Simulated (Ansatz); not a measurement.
# MoSe2: the cost of one run

The runs shown are made with Ansatz 0.2.0. PAW datasets, plane waves. (Simulation; spin polarisation is off.)

The COD entry's cell or inner coordinates are ideal or old and differ from later refinements, so a difference from it is no clean test against experiment.

**1. The cell**

The unstrained cell was relaxed with r2SCAN+rVV10; in each strained cell the atoms were relaxed again with r2SCAN+rVV10. Names of k-points are those of the unstrained zone, where strain can split equivalent points. First state: no strain.

Space group P6_3/mmc (No. 194), hexagonal; conventional cell a = 3.305 Å, c = 13.093 Å, 20.65 Å³ an atom. Mo has 6 Se at 2.53 Å; Se has 3 Mo at 2.53 Å.

As a file:

```
Mo Se
1.0
     3.30534    0.00000    0.00000
    -1.65267    2.86251    0.00000
     0.00000    0.00000   13.09337
Mo Se
2 4
Direct
  0.33333 0.66667 0.25000
  0.66667 0.33333 0.75000
  0.33333 0.66667 0.62342
  0.66667 0.33333 0.12342
  0.33333 0.66667 0.87658
  0.66667 0.33333 0.37658
```

**2. No strain: PBE**

The input, input.yaml:

```yaml
crystal:
  lattice:
    - [3.3053426462, 0.0, 0.0]
    - [-1.6526713231, 2.8625106998, 0.0]
    - [0.0, 0.0, 13.0933672792]
  atoms:
    - { symbol: Mo, position: [0.3333333333, 0.6666666667, 0.25] }
    - { symbol: Mo, position: [0.6666666667, 0.3333333333, 0.75] }
    - { symbol: Se, position: [0.3333333333, 0.6666666667, 0.6234185167] }
    - { symbol: Se, position: [0.6666666667, 0.3333333333, 0.1234185167] }
    - { symbol: Se, position: [0.3333333333, 0.6666666667, 0.8765814833] }
    - { symbol: Se, position: [0.6666666667, 0.3333333333, 0.3765814833] }
kpoints:
  mp_grid: { grid: [12, 12, 2] }
  band_path:
    path:
      - [0.0, 0.0, 0.0]
      - [0.5, 0.0, 0.0]
      - [0.3333333333, 0.3333333333, 0.0]
      - [0.0, 0.0, 0.5]
      - [0.5, 0.0, 0.5]
      - [0.3333333333, 0.3333333333, 0.5]
      - [0.182292, 0.184896, 0.0]
    npoints: 1
hamiltonian:
  xc: pbe
scf:
  occupations: { method: fermi_dirac, width: 0.02 }
  n_extra_bands: 5
output:
  forces: true
  stress: true
  eigenvalues: true
```

Launch:

```
ansatz run input.yaml --threads 4 --pin off --max-ram 5529MiB --backend cpu --events-out ev --progress --plain --runs-dir out
```

**Question.** How long does this run take on 4 threads of Arm Neoverse V1, shared host, and how much memory does it need?

About 4 s, with a peak of 0.56 GiB.
